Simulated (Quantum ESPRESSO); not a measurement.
# Ge (Fd-3m) in Quantum ESPRESSO: further runs

Runs on Ge. Level: LDA. Tasks: phonons.

Program: Quantum ESPRESSO 7.5. These are calculated values, not measurements. Logs are shortened: lines on timing, memory, paths and dates and some standing lists are left out, and cuts for length are marked.

**What was measured.**

“Temperature-dependent photoluminescence in Ge: experiment and theory”, 2020, arxiv:2003.00143 reports, for a bulk crystal of Ge at 0 K: band gap 0.744 eV (indirect).

From “Electronic and optical properties of SixGe1-x-ySny alloys lattice-matched to Ge”, 2021, arxiv:2109.02782, for a bulk crystal of Ge: band gap 0.666 eV (indirect) at 293 K; band gap 0.807 eV (direct) at 300 K.

The runs below are set against these values where they give the same quantity.

**1. Starting point**

It takes space group Fd-3m (No. 227, cubic). The conventional cell has a = 5.658 Å, b = 5.658 Å, c = 5.658 Å, α = 90.00°, β = 90.00°, γ = 90.00°. Around Ge (site symmetry -43m) lie 4 Ge at 2.45 Å.

**2. Phonons, LDA**

File pw.in:

```
&CONTROL
  calculation = 'scf'
  prefix = 'pwscf'
  outdir = './tmp'
  pseudo_dir = './pseudo'
  tprnfor = .true.
  tstress = .true.
  disk_io = 'low'
/
&SYSTEM
  ibrav = 0
  A = 4.00068289
  nat = 2
  ntyp = 1
  ecutwfc = 78
  nbnd = 21
  occupations = 'smearing'
  smearing = 'mv'
  degauss = 0.01469973
/
&ELECTRONS
  conv_thr = 4d-10
  electron_maxstep = 120
  mixing_beta = 0.5
/
ATOMIC_SPECIES
Ge    72.6300 Ge.upf
CELL_PARAMETERS alat
   0.0000000000    0.7071067810    0.7071067810
   0.7071067810    0.0000000000    0.7071067810
   0.7071067810    0.7071067810    0.0000000000
ATOMIC_POSITIONS alat
Ge     1.0606601714    1.0606601714    1.0606601714
Ge     0.7071067810    0.7071067810    0.7071067810
K_POINTS automatic
8 8 8 0 0 0
```

File relax.in:

```
&CONTROL
  calculation = 'vc-relax'
  prefix = 'pwscf'
  outdir = './tmp'
  pseudo_dir = './pseudo'
  tprnfor = .true.
  tstress = .true.
  disk_io = 'low'
  nstep = 40
  forc_conv_thr = 0.0001
  etot_conv_thr = 1d-06
/
&SYSTEM
  ibrav = 0
  A = 4.00068289
  nat = 2
  ntyp = 1
  ecutwfc = 78
  nbnd = 21
  occupations = 'smearing'
  smearing = 'mv'
  degauss = 0.01469973
/
&ELECTRONS
  conv_thr = 4d-10
  electron_maxstep = 120
  mixing_beta = 0.5
/
&IONS
  ion_dynamics = 'bfgs'
/
&CELL
  cell_dynamics = 'bfgs'
  press = 0
  press_conv_thr = 0.2
/
ATOMIC_SPECIES
Ge    72.6300 Ge.upf
CELL_PARAMETERS alat
   0.0000000000    0.7071067810    0.7071067810
   0.7071067810    0.0000000000    0.7071067810
   0.7071067810    0.7071067810    0.0000000000
ATOMIC_POSITIONS alat
Ge     1.0606601714    1.0606601714    1.0606601714
Ge     0.7071067810    0.7071067810    0.7071067810
K_POINTS automatic
8 8 8 0 0 0
```

File scf2.in:

```
&CONTROL
  calculation = 'scf'
  prefix = 'pwscf'
  outdir = './tmp'
  pseudo_dir = './pseudo'
  tprnfor = .true.
  tstress = .true.
  disk_io = 'low'
/
&SYSTEM
  ibrav = 0
  A = 3.97203562
  nat = 2
  ntyp = 1
  ecutwfc = 78
  nbnd = 21
  occupations = 'smearing'
  smearing = 'mv'
  degauss = 0.01469973
/
&ELECTRONS
  conv_thr = 1d-13
  electron_maxstep = 120
  mixing_beta = 0.5
  startingpot = 'file'
  startingwfc = 'file'
/
ATOMIC_SPECIES
Ge    72.6300 Ge.upf
CELL_PARAMETERS alat
   0.0000000000    0.7071067808    0.7071067808
   0.7071067808    0.0000000000    0.7071067808
   0.7071067808    0.7071067808    0.0000000000
ATOMIC_POSITIONS alat
Ge     1.0606601712    1.0606601712    1.0606601711
Ge     0.7071067808    0.7071067808    0.7071067807
K_POINTS automatic
8 8 8 0 0 0
```

File ph.in:

```
phonons of Ge
&INPUTPH
  prefix = 'pwscf'
  outdir = './tmp'
  tr2_ph = 1d-18
  fildyn = 'dyn'
  niter_ph = 90
  alpha_mix(1) = 0.4
/
0.0000000000 0.0000000000 0.0000000000
```

File dynmat.in:

```
&INPUT
  fildyn = 'dyn'
  asr = 'crystal'
  filout = 'dynmat.disp'
  fileig = 'dynmat.eig'
/
```

Potentials or basis: PseudoDojo 0.4.1 SR LDA standard.

On the command line:

```sh
OMP_NUM_THREADS=1 mpirun -n 4 pw.x -nk 4 -in pw.in > pw.out
OMP_NUM_THREADS=1 mpirun -n 4 pw.x -nk 4 -in relax.in > relax.out
OMP_NUM_THREADS=1 mpirun -n 4 pw.x -nk 4 -in scf2.in > scf2.out
OMP_NUM_THREADS=1 mpirun -n 4 ph.x -nk 4 -in ph.in > ph.out
OMP_NUM_THREADS=1 mpirun -n 1 dynmat.x -in dynmat.in > dynmat.out
```

pw.out:

```text
This program is part of the open-source Quantum ESPRESSO suite
     for quantum simulation of materials; please cite
[... 6 lines left out ...]
     using ibrav=0 with symmetry is DISCOURAGED, use correct ibrav instead

     K-points division:     npool     =       4
     Subspace diagonalization in iterative solution of the eigenvalue problem:
     a serial algorithm will be used

     G-vector sticks info
     --------------------
     sticks:   dense  smooth     PW     G-vecs:    dense   smooth      PW
     Sum        1237    1237    361                28475    28475    4573

     Using Slab Decomposition

     bravais-lattice index     =            0
     lattice parameter (alat)  =       7.5602  a.u.
     unit-cell volume          =     305.5512 (a.u.)^3
     number of atoms/cell      =            2
     number of atomic types    =            1
     number of electrons       =        28.00
     number of Kohn-Sham states=           21
     kinetic-energy cutoff     =      78.0000  Ry
     charge density cutoff     =     312.0000  Ry
     scf convergence threshold =      4.0E-10
     mixing beta               =       0.5000
     number of iterations used =            8  plain     mixing
     Exchange-correlation= SLA  PW   NOGX NOGC
                           (   1   4   0   0   0   0   0)

     celldm(1)=   7.560195  celldm(2)=   0.000000  celldm(3)=   0.000000
     celldm(4)=   0.000000  celldm(5)=   0.000000  celldm(6)=   0.000000

     crystal axes: (cart. coord. in units of alat)
               a(1) = (   0.000000   0.707107   0.707107 )
               a(2) = (   0.707107   0.000000   0.707107 )
               a(3) = (   0.707107   0.707107   0.000000 )

     reciprocal axes: (cart. coord. in units 2 pi/alat)
               b(1) = ( -0.707107  0.707107  0.707107 )
               b(2) = (  0.707107 -0.707107  0.707107 )
               b(3) = (  0.707107  0.707107 -0.707107 )

     PseudoPot. # 1 for Ge read from file:
     Ge.upf
     Pseudo is Norm-conserving + core correction, Zval = 14.0
     Generated using ONCVPSP code by D. R. Hamann
     Using radial grid of 1524 points,  6 beta functions with:
                l(1) =   0
                l(2) =   0
                l(3) =   1
                l(4) =   1
                l(5) =   2
                l(6) =   2

     atomic species   valence    mass     pseudopotential
     Ge               14.00    72.63000     Ge( 1.00)

     48 Sym. Ops., with inversion, found (24 have fractional translation)

   Cartesian axes

     site n.     atom                  positions (alat units)
         1        Ge     tau(   1) = (   1.0606602   1.0606602   1.0606602  )
         2        Ge     tau(   2) = (   0.7071068   0.7071068   0.7071068  )

     number of k points=    29  Marzari-Vanderbilt smearing, width (Ry)=  0.0147
                       cart. coord. in units 2pi/alat
        k(    1) = (   0.0000000   0.0000000   0.0000000), wk =   0.0039062
        k(    2) = (   0.0883883   0.0883883  -0.0883883), wk =   0.0312500
        k(    3) = (   0.1767767   0.1767767  -0.1767767), wk =   0.0312500
        k(    4) = (   0.2651650   0.2651650  -0.2651650), wk =   0.0312500
        k(    5) = (  -0.3535534  -0.3535534   0.3535534), wk =   0.0156250
        k(    6) = (   0.1767767   0.0000000   0.0000000), wk =   0.0234375
[... 21 lines left out ...]
        k(   28) = (  -0.7071068   0.1767767   0.0000000), wk =   0.0468750
        k(   29) = (  -0.7071068   0.3535534   0.0000000), wk =   0.0234375

     Dense  grid:    28475 G-vectors     FFT dimensions: (  48,  48,  48)

     Initial potential from superposition of free atoms

     starting charge      27.9987, renormalised to      28.0000
     Starting wfcs are   18 randomized atomic wfcs +    3 random wfcs

     Self-consistent Calculation

     iteration #  1     ecut=    78.00 Ry     beta= 0.50
     Davidson diagonalization with overlap
     ethr =  1.00E-02,  avg # of iterations =  5.1

     Threshold (ethr) on eigenvalues was too large:
     Diagonalizing with lowered threshold

     Davidson diagonalization with overlap
     ethr =  1.22E-04,  avg # of iterations =  3.4

     total energy              =    -356.94026173 Ry
     estimated scf accuracy    <       0.03505850 Ry

     iteration #  2     ecut=    78.00 Ry     beta= 0.50
     Davidson diagonalization with overlap
     ethr =  1.25E-04,  avg # of iterations =  1.0
[... 36 lines left out ...]
     total energy              =    -356.93954600 Ry
     estimated scf accuracy    <          2.9E-09 Ry

     iteration #  8     ecut=    78.00 Ry     beta= 0.50
     Davidson diagonalization with overlap
     ethr =  1.02E-11,  avg # of iterations =  2.0

     End of self-consistent calculation

          k = 0.0000 0.0000 0.0000 (  3527 PWs)   bands (ev):

   -15.7127 -15.7127 -15.7127 -15.6760 -15.6760 -15.4656 -15.4656 -15.4656
   -15.4528 -15.4528  -3.5823   9.0443   9.2343   9.2343   9.2343  11.7697
    11.7697  11.7697  15.4472  18.7517  18.7517

          k = 0.0884 0.0884-0.0884 (  3575 PWs)   bands (ev):

   -15.7207 -15.7207 -15.7102 -15.6648 -15.6648 -15.4777 -15.4777 -15.4685
   -15.4424 -15.4424  -3.3925   6.8018   8.9000   8.9000  10.1503  12.2161
    12.2161  12.6506  16.4041  17.8202  17.8203
[... 13 lines left out ...]
          k =-0.3536-0.3536 0.3536 (  3582 PWs)   bands (ev):

   -15.7371 -15.7371 -15.6949 -15.6342 -15.6342 -15.5005 -15.5005 -15.4864
   -15.4252 -15.4252  -1.4994   1.5899   7.8336   7.8336   9.2822  12.9580
    12.9580  16.2279  19.6285  20.1223  20.4240

          k = 0.1768 0.0000 0.0000 (  3575 PWs)   bands (ev):

   -15.7200 -15.7184 -15.7184 -15.6671 -15.6526 -15.5000 -15.4609 -15.4569
   -15.4569 -15.4378  -3.3282   6.7521   8.3611   8.3611  11.0907  11.3591
    12.9583  12.9583  16.5911  16.6967  19.0185

          k = 0.2652 0.0884-0.0884 (  3563 PWs)   bands (ev):

   -15.7337 -15.7266 -15.7095 -15.6531 -15.6328 -15.5205 -15.4775 -15.4601
   -15.4421 -15.4284  -2.8931   4.9858   7.7034   7.7998  11.0725  11.7793
    13.7821  14.0356  16.4885  18.0378  18.7848
[... 19 lines left out ...]
          k =-0.0884-0.2652 0.2652 (  3560 PWs)   bands (ev):

   -15.7399 -15.7377 -15.6918 -15.6449 -15.6274 -15.5132 -15.4981 -15.4773
   -15.4293 -15.4206  -2.4267   3.6639   6.6664   8.3104  10.7710  12.9858
    13.1460  14.8405  16.8328  18.0049  19.5713

          k = 0.0000-0.1768 0.1768 (  3557 PWs)   bands (ev):

   -15.7319 -15.7250 -15.7062 -15.6574 -15.6460 -15.4981 -15.4882 -15.4570
   -15.4478 -15.4287  -3.0803   5.5299   7.4861   8.8535  10.8489  12.3374
    12.4528  13.9604  16.7944  17.5539  17.8179

          k = 0.3536 0.0000 0.0000 (  3543 PWs)   bands (ev):

   -15.7310 -15.7310 -15.7187 -15.6420 -15.6073 -15.5526 -15.4842 -15.4401
   -15.4372 -15.4372  -2.5741   4.4419   7.2007   7.2007  10.1792  11.8836
    15.0294  15.0294  16.2336  19.2160  19.8205

          k = 0.4419 0.0884-0.0884 (  3546 PWs)   bands (ev):

   -15.7455 -15.7377 -15.6996 -15.6245 -15.5873 -15.5731 -15.5019 -15.4634
   -15.4261 -15.4172  -1.9169   3.0941   6.3721   6.8511  10.4359  11.8510
    14.9330  15.6528  18.3975  20.0918  20.5152
[... 7 lines left out ...]
          k =-0.0884-0.4419 0.4419 (  3556 PWs)   bands (ev):

   -15.7614 -15.7465 -15.6622 -15.6054 -15.5961 -15.5477 -15.5367 -15.5034
   -15.4128 -15.4000  -0.9279   1.5833   5.0707   7.1572  10.7729  14.1807
    14.8713  15.9362  16.8541  18.2406  20.9727

          k = 0.0000-0.3536 0.3536 (  3555 PWs)   bands (ev):

   -15.7533 -15.7459 -15.6687 -15.6319 -15.6046 -15.5328 -15.5135 -15.5006
   -15.4138 -15.4104  -1.7019   2.6463   5.3565   7.7330  11.1134  13.9998
    14.2671  14.4453  16.8988  18.5869  21.0433

          k = 0.5303 0.0000-0.0000 (  3539 PWs)   bands (ev):

   -15.7423 -15.7423 -15.6986 -15.6092 -15.6048 -15.5551 -15.5194 -15.4639
   -15.4187 -15.4187  -1.3485   2.2596   6.4304   6.4304   9.7323  10.7221
    17.2140  17.2140  18.3520  21.1621  21.4508
[... 7 lines left out ...]
          k =-0.0000-0.5303 0.5303 (  3536 PWs)   bands (ev):

   -15.7635 -15.7476 -15.6583 -15.5996 -15.5735 -15.5601 -15.5547 -15.5056
   -15.4107 -15.3964  -0.1775   0.8826   4.8895   6.6054  10.3111  13.2493
    16.3379  16.5645  17.3182  19.0453  22.6364

          k =-0.7071 0.0000 0.0000 (  3540 PWs)   bands (ev):

   -15.7466 -15.7466 -15.6606 -15.6606 -15.5617 -15.5617 -15.5046 -15.5046
   -15.4113 -15.4113   0.2927   0.2927   6.1653   6.1653   9.9024   9.9024
    18.6399  18.6399  20.6620  20.6620  22.0266

          k = 0.3536 0.1768-0.0000 (  3553 PWs)   bands (ev):

   -15.7412 -15.7388 -15.6958 -15.6400 -15.6116 -15.5422 -15.4904 -15.4712
   -15.4280 -15.4202  -2.3491   3.7990   6.3705   7.6164  11.5435  11.9417
    13.8374  14.7293  17.2278  19.2180  19.5734
[... 25 lines left out ...]
          k =-0.0000-0.3536 0.5303 (  3557 PWs)   bands (ev):

   -15.7621 -15.7517 -15.6517 -15.6020 -15.5756 -15.5723 -15.5389 -15.5106
   -15.4078 -15.3987  -0.7299   1.5066   4.9335   6.5076  11.8283  13.6975
    14.1395  15.9331  17.3955  18.8883  22.4505

          k =-0.7071 0.1768 0.0000 (  3542 PWs)   bands (ev):

   -15.7542 -15.7542 -15.6416 -15.6416 -15.5635 -15.5635 -15.5209 -15.5209
   -15.4047 -15.4047   0.3398   0.3398   5.6903   5.6903  11.1018  11.1018
    16.7566  16.7566  20.1905  20.1905  22.0896

          k =-0.7071 0.3536 0.0000 (  3552 PWs)   bands (ev):

   -15.7603 -15.7603 -15.6183 -15.6183 -15.5695 -15.5695 -15.5375 -15.5375
   -15.3992 -15.3992   0.3893   0.3893   5.3219   5.3219  13.4799  13.4799
    13.8893  13.8893  20.1601  20.1601  22.1677

     the Fermi energy is     9.1169 ev

!    total energy              =    -356.93954600 Ry
     estimated scf accuracy    <          1.2E-10 Ry
     smearing contrib. (-TS)   =       0.00019542 Ry
     internal energy E=F+TS    =    -356.93974142 Ry

     The total energy is F=E-TS. E is the sum of the following terms:
     one-electron contribution =    -184.28803723 Ry
     hartree contribution      =     110.70700090 Ry
     xc contribution           =     -85.85794690 Ry
     ewald contribution        =    -197.50075819 Ry

     convergence has been achieved in   8 iterations

     Forces acting on atoms (cartesian axes, Ry/au):

     atom    1 type  1   force =     0.00000000    0.00000000    0.00000000
     atom    2 type  1   force =    -0.00000000   -0.00000000   -0.00000000

     Total force =     0.000000     Total SCF correction =     0.000000

     Computing stress (Cartesian axis) and pressure

          total   stress  (Ry/bohr**3)                   (kbar)     P=      -14.45
  -0.00009825   0.00000000   0.00000000          -14.45        0.00        0.00
   0.00000000  -0.00009825   0.00000000            0.00      -14.45        0.00
   0.00000000   0.00000000  -0.00009825            0.00        0.00      -14.45

=------------------------------------------------------------------------------=
   JOB DONE.
=------------------------------------------------------------------------------=
```

Run time: 5.1 min. Hardware: 4 MPI ranks of Arm Neoverse V1, shared host; peak memory 0.48 GiB.

What came out:

```yaml
Free_energy: -4856.4143 eV
Relaxed_volume: 22.16 Å³/atom
Relaxed_cell: a = 3.972 Å, b = 3.972 Å, c = 3.972 Å, α = 60.00°, β = 60.00°, γ = 60.00°
Space_group_after_relaxing_to_0.05_Å: Fd-3m (No. 227)
Pressure_after_relaxing: 0.0 GPa
Band_gap_on_the_k_mesh: none (metal or under the smearing width)
Highest_phonon_frequency_at_Γ: 290 cm⁻¹
```

The path:
| step | energy change (eV) | largest force (eV/Å) | pressure (GPa) | volume (Å³) |
| --- | --- | --- | --- | --- |
| 1 | 0.0000 | 0.0000 | -1.45 | 45.28 |
| 2 | -0.0025 | 0.0000 | -0.97 | 44.95 |
| 3 | -0.0044 | 0.0000 | -0.22 | 44.45 |
| 4 | -0.0045 | 0.0000 | 0.01 | 44.31 |
| 5 | -0.0045 | 0.0000 | 0.00 | 44.31 |

Final structure:
```
Ge
1.0
     0.00000    2.80865    2.80865
     2.80865    0.00000    2.80865
     2.80865    2.80865    0.00000
Ge
2
Direct
  0.75000 0.75000 0.75000
  0.50000 0.50000 0.50000
```

Levels at points of the mesh, in eV from the Fermi level:
| k point | band 10 | band 11 | band 12 | band 13 | band 14 | band 15 | band 16 | band 17 | band 18 | band 19 |
| --- | --- | --- | --- | --- | --- | --- | --- | --- | --- | --- |
| (0.00, 0.00, 0.00) | -24.62 | -12.90 | 0.09 | 0.09 | 0.09 | 0.09 | 2.63 | 2.63 | 2.63 | 6.36 |
| (0.00, 0.00, -0.50) | -24.59 | -10.76 | -7.66 | -1.35 | -1.35 | 0.20 | 3.82 | 3.82 | 7.09 | 10.62 |
| (0.00, -0.50, -0.50) | -24.58 | -8.94 | -8.94 | -3.06 | -3.06 | 0.73 | 0.73 | 9.67 | 9.67 | 11.73 |

Phonon frequencies in cm⁻¹ (negative: imaginary):
| q point | frequencies |
| --- | --- |
| (0.000, 0.000, 0.000) | -1 -1 -1 290 290 290 |

Optical modes at Γ, degenerate ones joined:
| cm⁻¹ | components | symmetry | active in |
| --- | --- | --- | --- |
| 290 | 3 | T2g | Raman |

(Part 1 of 3 ends here.)
